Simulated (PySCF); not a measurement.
**Isomerisation enthalpies of C7H8O**

**What was measured.**

From CRC Handbook of Chemistry and Physics, for the gas at 298.15 K: enthalpy of formation of `Cc1ccccc1O` (o-cresol) -128.6 kJ/mol; enthalpy of formation of `OCc1ccccc1` -100.4 kJ/mol; enthalpy of formation of `COc1ccccc1` (anisole) -67.9 kJ/mol.

How close the calculation comes is told at the end.

Differences of these values give the isomerisation enthalpies. Geometries: GFN2-xTB; runs in PySCF, gas phase, with a dispersion term only where the level names one. Total electronic energies (Eh):

| SMILES | PBE0/def2-SVPD |
| --- | --- |
| Cc1ccccc1O | -346.15311 |
| OCc1ccccc1 | -346.13929 |
| COc1ccccc1 | -346.13133 |

Geometry of `Cc1ccccc1O` (Å):
```
atom  x, y, z in Å
C1    -1.9410   -0.7055   -0.4790
C2    -0.5237   -0.3068   -0.1714
C3     0.5264   -1.1906   -0.3705
C4     1.8332   -0.8322   -0.0914
C5     2.1071    0.4336    0.3968
C6     1.0779    1.3313    0.6032
C7    -0.2343    0.9689    0.3224
O8    -1.2080    1.8963    0.5474
H9    -2.3750   -0.0587   -1.2440
H10   -1.9696   -1.7262   -0.8502
H11   -2.5675   -0.6560    0.4138
H12    0.3125   -2.1787   -0.7524
H13    2.6333   -1.5385   -0.2542
H14    3.1233    0.7238    0.6181
H15    1.2654    2.3234    0.9826
H16   -2.0676    1.5246    0.3174
```

Geometry of `OCc1ccccc1` (Å):
```
atom  x, y, z in Å
O1    -2.645   -0.351   -0.922
C2    -1.998   -0.418    0.333
C3    -0.517   -0.162    0.215
C4     0.363   -1.204   -0.047
C5     1.714   -0.957   -0.215
C6     2.200    0.336   -0.126
C7     1.329    1.381    0.133
C8    -0.022    1.133    0.300
H9    -2.426    0.492   -1.336
H10   -2.450    0.302    1.031
H11   -2.188   -1.429    0.701
H12   -0.018   -2.212   -0.120
H13    2.389   -1.776   -0.416
H14    3.254    0.530   -0.256
H15    1.704    2.392    0.205
H16   -0.697    1.953    0.507
```

Geometry of `COc1ccccc1` (Å):
```
atom  x, y, z in Å
C1    -2.6785    0.1437   -0.2118
O2    -1.5991   -0.5637   -0.7701
C3    -0.3394   -0.2854   -0.3282
C4     0.6872   -1.0236   -0.9193
C5     1.9979   -0.8192   -0.5436
C6     2.3100    0.1242    0.4237
C7     1.2949    0.8559    1.0097
C8    -0.0268    0.6579    0.6436
H9    -3.5701   -0.2402   -0.7056
H10   -2.7598   -0.0304    0.8664
H11   -2.5965    1.2193   -0.4005
H12    0.4259   -1.7519   -1.6710
H13    2.7819   -1.3992   -1.0074
H14    3.3363    0.2855    0.7165
H15    1.5256    1.5934    1.7645
H16   -0.7972    1.2426    1.1216
```

Zero-point and thermal terms are left out, so the computed numbers are electronic energies.

**Comparison with experiment**

Relative to `Cc1ccccc1O`, the lowest by measurement, in kJ/mol (measured: enthalpies at 298.15 K; computed: electronic energies):

| SMILES | measured | PBE0/def2-SVPD |
| --- | --- | --- |
| Cc1ccccc1O | 0.0 | 0.0 |
| OCc1ccccc1 | 28.2 | 36.3 |
| COc1ccccc1 | 60.7 | 57.2 |

Measured values: -128.6 kJ/mol (298.15 K; CRC Handbook of Chemistry and Physics) for the first row; the others come from the same table. Mean unsigned miss over the other isomers: PBE0/def2-SVPD 5.8 kJ/mol. One conformer stands for `Cc1ccccc1O` and `OCc1ccccc1`, not necessarily the lowest, while the measurement averages over conformers. Where a level misses, the cause wasn't examined.
